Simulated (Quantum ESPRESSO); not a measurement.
The system is Al.

```
Al
1.0
     0.00000    2.02481    2.02481
     2.02481    0.00000    2.02481
     2.02481    2.02481    0.00000
Al
1
Cartesian
  0.0000 0.0000 0.0000
```

* Program: Quantum ESPRESSO 7.5
* Task: single point
* Functional: PBE
* Potentials or basis: SSSP 1.3 efficiency PBE
* Cutoff: 748 eV
* Density cutoff: 5987 eV
* k mesh: 11 × 11 × 11
* Occupations: fermi-dirac, width 0.05 eV
* Spin: no spin polarisation

On this cell: pressure -0.5 GPa; band gap on the k mesh none (metal or under the smearing width).

The same run follows on a disturbed copy (cell strained at random at fixed volume):

```
CELL_PARAMETERS angstrom
0.04789 1.96914 2.02685
2.04326 -0.00835 2.08310
2.04058 2.02271 -0.00568
ATOMIC_POSITIONS crystal
Al 0.00598 0.98688 0.02117
```

What does the disturbed cell give?

The energy (extrapolated to zero smearing) moves by +4.7 meV/atom; pressure -0.3 GPa; band gap on the k mesh none (metal or under the smearing width).

Stress tensor (GPa, compression positive):
```
 0.59 -0.73 -1.15
-0.73  0.50  1.52
-1.15  1.52 -1.96
```
